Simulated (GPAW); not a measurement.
Pd: band structure with LDA

Crystal: Pd.

```
Pd
1.0
     0.00000    1.94650    1.94650
     1.94650    0.00000    1.94650
     1.94650    1.94650    0.00000
Pd
1
Direct
  0.00000 0.00000 0.00000
```

```json
{"Program": "GPAW 26.7.0", "Task": "band structure", "Functional": "LDA", "Potentials or basis": "the program's PAW data sets (release 1.2.1) made for this functional", "Cutoff": "600 eV", "Basis": "pw", "k mesh": "12 × 12 × 12", "Occupations": "fermi-dirac, width 0.05 eV", "Spin": "spin-orbit coupling, no magnetisation", "Maxiter": "150", "Band path": "GXWKGLUWLK,UX", "Band points": "60", "spin axis theta (degrees)": "90", "spin axis phi (degrees)": "0", "Soc after scf": "second variation"}
```

```yaml
Pressure: -8.6 GPa
Band_gap_along_the_path: none (metal or under the smearing width)
```

Levels at the corners of the path, in eV from the Fermi level:
| point | band 14 | band 15 | band 16 | band 17 | band 18 |
| --- | --- | --- | --- | --- | --- |
| Γ | -2.68 | -1.19 | -1.19 | -1.19 | -1.19 |
| X | 0.17 | 0.48 | 0.48 | 3.24 | 3.24 |
| W | -1.31 | 0.31 | 0.31 | 8.72 | 8.72 |
| K | -0.95 | -0.14 | -0.14 | 7.07 | 7.07 |
| Γ | -2.68 | -1.19 | -1.19 | -1.19 | -1.19 |
| L | -0.11 | 0.09 | 0.09 | 0.94 | 0.94 |
| U | -0.95 | -0.14 | -0.14 | 7.07 | 7.07 |
| W | -1.31 | 0.31 | 0.31 | 8.72 | 8.72 |
| L | -0.11 | 0.09 | 0.09 | 0.94 | 0.94 |
| K | -0.95 | -0.14 | -0.14 | 7.07 | 7.07 |
| U | -0.95 | -0.14 | -0.14 | 7.07 | 7.07 |
| X | 0.17 | 0.48 | 0.48 | 3.24 | 3.24 |

Run time: 14 s on 1 thread of Arm Neoverse V2 (shared host), peak memory 0.24 GiB.

Caveat: spin-orbit coupling was added after a scalar SCF, so levels and gaps hold it while energy, forces, pressure and moments don't; this program's spin-orbit splittings come out too wide for heavy elements.
